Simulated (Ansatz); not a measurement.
## Mg (diamond): energy against volume

Method: Ansatz, DFT, RPBE, plane waves (420 eV) with PAW, scalar-relativistic. (PAW data from PBE, frozen cores regenerated.)

The cell is scaled uniformly from the relaxed one, with fractional coordinates and shape fixed. Energies are extrapolated to zero smearing, pressures are those at the given smearing. Magnetic state: spin not included.

A Birch-Murnaghan fit gives V₀ = 42.18 Å³/atom, B₀ = 9.9 GPa, B₀′ = 4.2.

Q: What are the energy above the minimum and the pressure at 40.638 Å³/atom?

A: 1.9 meV/atom and 0.44 GPa as computed.

Q: What are the energy above the minimum and the pressure at 44.025 Å³/atom?

A: 2.3 meV/atom and -0.34 GPa as computed.

Q: What are the energy above the minimum and the pressure at 47.411 Å³/atom?

A: 16.3 meV/atom and -0.84 GPa as computed.
